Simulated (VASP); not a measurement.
Computed with PBE GGA, VASP's PBE PAW potentials (set 64) (plane waves; VASP).

VASP ran on this input.

**INCAR**
```
SYSTEM = BaF2
PREC = Accurate
ENCUT = 620
EDIFF = 1E-6
NELM = 100
ALGO = Normal
LREAL = .FALSE.
LASPH = .TRUE.
ISMEAR = 0
SIGMA = 0.05
GGA = PE
LMAXMIX = 4
LWAVE = .FALSE.
LCHARG = .FALSE.
IBRION = 2
ISIF = 3
NSW = 40
EDIFFG = -0.02
PSTRESS = 50
```

KPOINTS:
```
Automatic mesh
0
Gamma
6 6 6
0 0 0
```

### POSCAR
```
BaF2
1
   -0.0000000000     3.0595002515     3.0595002515
    3.0595002515     0.0000000000     3.0595002515
    3.0595002515     3.0595002515     0.0000000000
Ba F
1 2
Direct
  0.0000000000   0.0000000000   0.0000000000
  0.2500000000   0.2500000000   0.2500000000
  0.7500000000   0.7500000000   0.7500000000
```

POTCAR, in this order: Ba_sv F (PBE.64 set). Program: vasp_std.

The run wrote:

OSZICAR:
```
       N       E                     dE             d eps       ncg     rms          rms(c)
DAV:   1     0.177571351687E+03    0.17757E+03   -0.14623E+04   512   0.161E+03
DAV:   2    -0.117481742502E+02   -0.18932E+03   -0.18710E+03   648   0.318E+02
DAV:   3    -0.187024279527E+02   -0.69543E+01   -0.69467E+01   696   0.706E+01
DAV:   4    -0.188025661236E+02   -0.10014E+00   -0.10013E+00   640   0.759E+00
DAV:   5    -0.188064799593E+02   -0.39138E-02   -0.39138E-02   728   0.104E+00    0.885E+00
DAV:   6    -0.170230315311E+02    0.17834E+01   -0.95830E+00   512   0.259E+01    0.459E+00
DAV:   7    -0.170294628280E+02   -0.64313E-02   -0.42243E-01   632   0.577E+00    0.238E+00
DAV:   8    -0.170479943712E+02   -0.18532E-01   -0.65030E-02   552   0.312E+00    0.330E-01
DAV:   9    -0.170548179459E+02   -0.68236E-02   -0.19768E-02   592   0.106E+00    0.147E-01
DAV:  10    -0.170573727579E+02   -0.25548E-02   -0.41856E-03   520   0.506E-01    0.495E-02
DAV:  11    -0.170573970775E+02   -0.24320E-04   -0.46360E-04   712   0.177E-01    0.282E-02
DAV:  12    -0.170573988402E+02   -0.17626E-05   -0.94908E-05   512   0.765E-02    0.344E-03
DAV:  13    -0.170573996484E+02   -0.80824E-06   -0.38194E-06   680   0.139E-02
   1 F= -.15269921E+02 E0= -.15269921E+02  d E =-.152699E+02
```

**OUTCAR**
```
------------------------ aborting loop because EDIFF is reached ----------------------------------------
  FORCE on cell =-STRESS in cart. coord.  units (eV):
  Direction    XX          YY          ZZ          XY          YZ          ZX
  --------------------------------------------------------------------------------------
  Total        1.8103790      1.8103790      1.8103790     -0.0000000      0.0000000      0.0000000
  in kB       50.6405740     50.6405740     50.6405740     -0.0000000      0.0000000      0.0000000
  external PRESSURE =       0.6405740 kB  Pullay stress =      50.0000000 kB
  volume of cell :       57.28
      direct lattice vectors                 reciprocal lattice vectors
     0.000000000  3.059500251  3.059500251    -0.163425383  0.163425383  0.163425383
     3.059500251  0.000000000  3.059500251     0.163425383 -0.163425383  0.163425383
     3.059500251  3.059500251  0.000000000     0.163425383  0.163425383 -0.163425383
 POSITION                                       TOTAL-FORCE (eV/Angst)
 -----------------------------------------------------------------------------------
      0.00000      0.00000      0.00000         0.000000     -0.000000      0.000000
      1.52975      1.52975      1.52975        -0.000000     -0.000000     -0.000000
      4.58925      4.58925      4.58925         0.000000      0.000000      0.000000
 -----------------------------------------------------------------------------------
    total drift:                                0.000000      0.000000      0.000000
  FREE ENERGIE OF THE ION-ELECTRON SYSTEM (eV)
  ---------------------------------------------------
  free  energy   TOTEN  =       -17.0573996484 eV

  energy  without entropy=      -17.0573996484  energy(sigma->0) =      -17.05739965
  enthalpy is  TOTEN    =       -15.2699208580 eV   P V=        1.7874787903

 reached required accuracy - stopping structural energy minimisation
```
(Selected blocks of OUTCAR.)

The compound is BaF2 in the fluorite structure. It was relaxed first under an external pressure of 5 GPa.
